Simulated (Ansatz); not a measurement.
**Nb: stress in a strained cell**

Aim: deform Nb (equal xy, yz and zx engineering shear strains of -2 %) and compute stress, forces and field gradients with LAPW, PAW and all-electron datasets made for the crystal.

Computed with Ansatz 0.2.0 (DFT PBE, scalar-relativistic, unless a step's input says otherwise).

### Step 1. The starting structure

Symmetry: Fm-3m, No. 225, cubic system. Conventional cell: a = 4.230 Å, b = 4.230 Å, c = 4.230 Å, α = 90.00°, β = 90.00°, γ = 90.00°. Around Nb (site symmetry m-3m) lie 12 Nb at 2.99 Å.

Structure file:

```
CELL_PARAMETERS angstrom
0.00000 2.11500 2.11500
2.11500 0.00000 2.11500
2.11500 2.11500 0.00000
ATOMIC_POSITIONS crystal
Nb 0.00000 0.00000 0.00000
```

### Step 2. The deformed structure

Space group Fm-3m before, R-3m after.

### Step 3. LAPW, all electrons

Input file input.yaml:

```yaml
crystal:
  lattice:
    - [-0.0423, 2.09385, 2.09385]
    - [2.09385, -0.0423, 2.09385]
    - [2.09385, 2.09385, -0.0423]
  atoms:
    - { symbol: Nb, position: [0.0, 0.0, 0.0] }
kpoints:
  mp_grid: { grid: [13, 13, 13] }
  band_path:
    path:
      - [0.0, 0.0, 0.0]
      - [0.5, 0.5, 0.5]
      - [0.2551801333, 0.5, 0.7448198667]
      - [-0.2551801333, 0.2551801333, 0.5]
      - [0.0, 0.0, 0.5]
      - [0.0, 0.0, 0.0]
      - [-0.3775900666, 0.0, 0.3775900666]
      - [0.0, 0.3775900666, 0.6224099334]
      - [0.0, 0.5, 0.5]
    npoints: 5
scf:
  occupations: { method: fermi_dirac, width: 0.08 }
hamiltonian:
  xc: pbe
  pseudopotentials: { kind: all_electron, lapw: { basis_error: 0.00025 } }
output:
  forces: true
  stress: true
  eigenvalues: true
```

On the command line:

```
$ ansatz run input.yaml --threads 1 --pin off --max-ram 3072MiB --backend cpu --events-out ev --progress --plain --runs-dir out
```

### Step 4. PAW on the default files

Input file input.yaml:

```yaml
crystal:
  lattice:
    - [-0.0423, 2.09385, 2.09385]
    - [2.09385, -0.0423, 2.09385]
    - [2.09385, 2.09385, -0.0423]
  atoms:
    - { symbol: Nb, position: [0.0, 0.0, 0.0] }
kpoints:
  mp_grid: { grid: [13, 13, 13] }
scf:
  occupations: { method: fermi_dirac, width: 0.08 }
hamiltonian:
  xc: pbe
  pseudopotentials: { kind: paw }
output:
  forces: true
  stress: true
  eigenvalues: true
  efg: { contact_densities: true }
```

### Step 5. All-electron PAW on datasets made for the crystal

Changes to input.yaml since step 4:

```diff
@@ -13,3 +13,3 @@
   xc: pbe
-  pseudopotentials: { kind: paw }
+  pseudopotentials: { kind: all_electron, datasets: crystal }
 output:
```

(Steps that only read results are left out.)

**Question.** What will these runs give? Wanted: pressure; largest shear or deviatoric stress.

As calculated:

| quantity | value |
| --- | --- |
| pressure | LAPW -1.21, PAW -1.20, crystal datasets -1.21 GPa |
| largest shear or deviatoric stress (LAPW) | 0.66 GPa |

The largest part of the stress beyond the pressure is 0.66 GPa in size. No run of the undeformed cell stands beside it, so the pressure holds what the given cell had before the change. PAW: stress within 0.01 GPa of LAPW. Crystal datasets: stress within 0.01 GPa of LAPW.
